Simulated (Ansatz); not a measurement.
Here is an Ansatz 0.2.0 calculation.

The input input.yaml:

```yaml
crystal:
  lattice:
    - [3.112861506, 0.0, 0.0]
    - [-1.556430753, 2.6958171426, 0.0]
    - [0.0, 0.0, 4.869841]
  atoms:
    - { symbol: Ta, position: [0.3333333333, 0.6666666667, 0.254711] }
    - { symbol: Ta, position: [0.6666666667, 0.3333333333, 0.745289] }
    - { symbol: "N", position: [0.0, 0.0, 0.0] }
kpoints:
  mp_grid: { grid: [10, 10, 6] }
scf:
  occupations: { method: fermi_dirac, width: 0.05 }
hamiltonian:
  xc: pbesol
  pseudopotentials: { kind: all_electron, lapw: { basis_error: 0.002 } }
output:
  forces: true
  stress: true
relax:
  f_tol: 0.005
  max_steps: 60
  cell: { p_target: 20 }
```

Potentials or basis: all-electron LAPW, scalar-relativistic.

Run with:

```bash
$ ansatz run input.yaml --threads 2 --pin off --max-ram 8192MiB --backend cpu --events-out ev --progress --plain --runs-dir out
```

(1) What does it give for the space group after relaxing (to 0.05 Å)?

(2) What does it give for the relaxed volume?

(3) What does it give for the relaxed cell?

Answers

(1) P-3m1 (No. 164).

(2) 12.41 Å³/atom.

(3) a = 3.007 Å, b = 3.007 Å, c = 4.755 Å, α = 90.00°, β = 90.00°, γ = 120.00°.
